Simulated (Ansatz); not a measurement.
# WC: the cost of one run

All numbers below are computed with Ansatz 0.2.0 (DFT LDA, plane waves, PAW, scalar-relativistic, no spin polarisation).

**1. Starting point**

The cell holds 16 atoms (C8W8): a = 5.730 Å, b = 5.619 Å, c = 15.135 Å, α = 90.00°, β = 90.00°, γ = 90.00°.

Coordinates:

```xyz
16
Lattice="5.7298 0.0000 0.0000 0.0000 5.6193 0.0000 0.0000 0.0000 15.1351" Properties=species:S:1:pos:R:3 pbc="T T T"
W     0.0000    0.0000    1.0000
C     2.8649    1.4048    2.6540
W     1.4324    0.0000    3.4811
C     1.4324    1.4048    5.1351
W     0.0000    2.8097    1.0000
C     2.8649    4.2145    2.6540
W     1.4324    2.8097    3.4811
C     1.4324    4.2145    5.1351
W     2.8649    0.0000    1.0000
C     5.7298    1.4048    2.6540
W     4.2973    0.0000    3.4811
C     4.2973    1.4048    5.1351
W     2.8649    2.8097    1.0000
C     5.7298    4.2145    2.6540
W     4.2973    2.8097    3.4811
C     4.2973    4.2145    5.1351
```

**2. Preparing the start**

input.yaml reads:

```yaml
accuracy: low
crystal:
  lattice:
    - [5.72978, 0.0, 0.0]
    - [0.0, 5.61934, 0.0]
    - [0.0, 0.0, 15.135113]
  atoms:
    - { symbol: W, position: [0.0, 0.0, 0.0660715] }
    - { symbol: C, position: [0.5, 0.25, 0.1753568] }
    - { symbol: W, position: [0.25, 0.0, 0.2299994] }
    - { symbol: C, position: [0.25, 0.25, 0.3392847] }
    - { symbol: W, position: [0.0, 0.5, 0.0660715] }
    - { symbol: C, position: [0.5, 0.75, 0.1753568] }
    - { symbol: W, position: [0.25, 0.5, 0.2299994] }
    - { symbol: C, position: [0.25, 0.75, 0.3392847] }
    - { symbol: W, position: [0.5, 0.0, 0.0660715] }
    - { symbol: C, position: [1.0, 0.25, 0.1753568] }
    - { symbol: W, position: [0.75, 0.0, 0.2299994] }
    - { symbol: C, position: [0.75, 0.25, 0.3392847] }
    - { symbol: W, position: [0.5, 0.5, 0.0660715] }
    - { symbol: C, position: [1.0, 0.75, 0.1753568] }
    - { symbol: W, position: [0.75, 0.5, 0.2299994] }
    - { symbol: C, position: [0.75, 0.75, 0.3392847] }
basis:
  ecutwfc: 420.0
kpoints:
  mp_grid: { grid: [2, 2, 1] }
hamiltonian:
  xc: lda
  pseudopotentials: { kind: paw, azcp: { folder: soft_1 } }
scf:
  occupations: { method: fermi_dirac, width: 0.1 }
  lower_state_search: "off"
relax:
  f_tol: 0.08
  max_steps: 25
  adjacent_minimum: "off"
  constraints: [{ sites: [0, 4, 8, 12] }]
```

Launch:

```
> ansatz run input.yaml --threads 1 --pin off --max-ram 3072MiB --backend cpu --events-out ev --progress --plain --runs-dir out
```

Q: Estimate wall time and peak memory on 1 thread of Arm Neoverse V2, shared host.

About 42 s, with a peak of 0.62 GiB.
